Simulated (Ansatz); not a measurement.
## Relaxing KF

All numbers below come from DFT PBE, scalar-relativistic, plane waves, PAW in Ansatz. (420 eV cutoff, 6×6×4 k-mesh, Gaussian smearing of 0.02 eV, no spin polarisation)

What was changed: biaxial strain in the a-b plane, c and atoms relaxed: -4.5 %.

Input:

```yaml
crystal:
  lattice:
    - [2.5883672986, 2.5883672986, 0.0]
    - [-2.5883672986, 2.5883672986, 0.0]
    - [0.0, 0.0, 5.5670224412]
  atoms:
    - { symbol: K, position: [0.0, 0.0, 0.0] }
    - { symbol: K, position: [0.5, 0.5, 0.5] }
    - { symbol: F, position: [0.5, 0.5, 0.0] }
    - { symbol: F, position: [0.0, 0.0, 0.5] }
basis:
  ecutwfc: 420
kpoints:
  mp_grid: { grid: [6, 6, 4] }
hamiltonian:
  xc: pbe
scf:
  occupations: { method: gaussian, width: 0.02 }
output:
  forces: true
  stress: true
  eigenvalues: true
relax:
  adjacent_minimum: "off"
  f_tol: 0.008
  max_steps: 40
  cell: { stress_tol: 0.015, fix: [a, b, gamma] }
```

F is the free energy. Steps run on the plane waves of an earlier cell, but the last one, and at times one on the way, on a freshly chosen basis, so a repeated geometry can differ a little in energy. The held parts of the cell keep their stress, so P needn't end at zero.

Steps:

```tsv
step	F − F(1) (eV)	largest force component (eV/Å)	V (Å³/atom)	P (GPa)
1	0.0000	0.000	18.649	2.69
2	-0.0003	0.000	18.613	2.76
3	-0.0004	0.000	18.605	2.77
4	-0.0001	0.000	18.605	2.76
5	-0.0001	0.000	18.600	2.77
6	-0.0001	0.000	18.600	2.77
```

Relaxed structure:

```xyz
4
Lattice="2.5884 2.5884 0.0000 -2.5884 2.5884 0.0000 0.0000 0.0000 5.5525" Properties=species:S:1:pos:R:3 pbc="T T T"
K     0.0000    0.0000    0.0000
K     0.0000    2.5884    2.7763
F     0.0000    2.5884    0.0000
F     0.0000    0.0000    2.7763
```

Symmetry: I4/mmm, No. 139, tetragonal system. Conventional cell: a = 3.661 Å, b = 3.661 Å, c = 5.553 Å, α = 90.00°, β = 90.00°, γ = 90.00°. Around K (site symmetry 4/mmm) lie 6 F at 2.59 to 2.78 Å. F (site symmetry 4/mmm) has 6 K at 2.59 to 2.78 Å as nearest neighbours.

The run converged. The run took roughly 29 core-seconds.